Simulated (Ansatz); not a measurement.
**Ionic part of the dielectric constant of RbBr at 3 GPa, mode by mode**

Method: Ansatz, DFT PBEsol, scalar-relativistic, plane waves, PAW. Plane waves to 420 eV; Γ-centred k mesh 6×6×6; fixed occupations. No spin polarisation. Phonons by linear response, acoustic sum rule imposed.

The structure is cubic, space group Pm-3m (No. 221). The conventional cell has a = 3.904 Å, b = 3.904 Å, c = 3.904 Å, α = 90.00°, β = 90.00°, γ = 90.00°. Rb (site symmetry m-3m) is surrounded by 8 Br at 3.38 Å. Around Br (site symmetry m-3m) lie 8 Rb at 3.38 Å.

The primitive cell has V = 59.50 Å³ and ε∞,yy = 3.227. Each polar mode adds Δε = (4.92064×10⁷/V)·S/ν² along y, with S its oscillator strength in e²/amu, ν in cm⁻¹ and V in Å³.

Q: From these modes, find each Δε and ε0,yy.
```csv
ν (cm⁻¹),S_yy (e²/amu)
105.3,0.03625
```

A:
```tsv
ν (cm⁻¹)	Δε
105.3	2.70
```

The sum is 2.704, so ε0,yy = 5.93; the run's tensor has 5.93.

Q: Where do the longitudinal modes lie for a wave vector along y?

A: At 143 cm⁻¹. The Lyddane–Sachs–Teller product Π(ν_LO/ν_TO)² = 1.84 matches ε0/ε∞ = 1.84.

This CsCl-type form isn't the usual stable structure of the compound at low pressure.